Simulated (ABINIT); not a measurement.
TiAl in ABINIT: convergence with k mesh

Input of the first run (k mesh 2 × 2 × 2); the others differ in this setting and in those tied to it:

Contents of run.abi:

```
# Pseudopotentials
pp_dirpath "./"
pseudos "Ti.GGA_PBE-JTH.xml, Al.GGA_PBE-JTH.xml"

# Structure
acell 3.179064 3.179064 3.179064 Angstrom
rprim
     1.0000000000     0.0000000000     0.0000000000
     0.0000000000     1.0000000000     0.0000000000
     0.0000000000     0.0000000000     1.0000000000
ntypat 2
znucl 22 13
natom 2
typat 1 2
xred
     0.0000000000     0.0000000000     0.0000000000
     0.5000000000     0.5000000000     0.5000000000

# Plane-wave basis
ecut 408.170794 eV
pawecutdg 30.0
pawxcdev 0

# k points
kptopt 1
ngkpt 2 2 2
nshiftk 1
shiftk 0.0 0.0 0.0

# Exchange and correlation
ixc 11

# Bands and occupations
nband 12
occopt 4
tsmear 0.05 eV

# SCF cycle
nstep 100
tolvrs 1.0e-9

# Output
iomode 3
prtwf 0
prtden 0
prteig 0
prtebands 0
enunit 1
```

Potentials or basis: JTH PAW PBE v2.0.

Run with:

```bash
$ abinit run.abi > log 2>&1
```

The cell comes from a database or a generator and needn't be the stable form of this composition.

Hardware: 1 thread of Arm Neoverse V2, on a shared host.

```csv
k mesh,energy less the tightest run (meV/atom),pressure (GPa),SCF cycles,CPU time (s),peak memory (GiB)
2 × 2 × 2,-270.60,0.20,9,2.9,0.08
4 × 4 × 4,-4.97,2.03,10,4,0.08
5 × 5 × 5,-2.06,0.91,10,4.2,0.08
6 × 6 × 6,-1.70,0.69,10,5.4,0.09
7 × 7 × 7,-8.18,0.77,10,5.6,0.09
8 × 8 × 8,2.66,0.84,10,7.6,0.09
10 × 10 × 10,-0.50,0.83,11,11,0.1
12 × 12 × 12,0.00,0.87,10,15,0.1
```

Against the tightest run, the energy stays within 1 meV/atom from 10 × 10 × 10 on; the pressure stays within 0.1 GPa from 8 × 8 × 8 on. Meshes of other sizes hit other points, so gaps and Fermi surfaces needn't settle smoothly. The tightest run that finished is the yardstick and may itself not be fully converged.
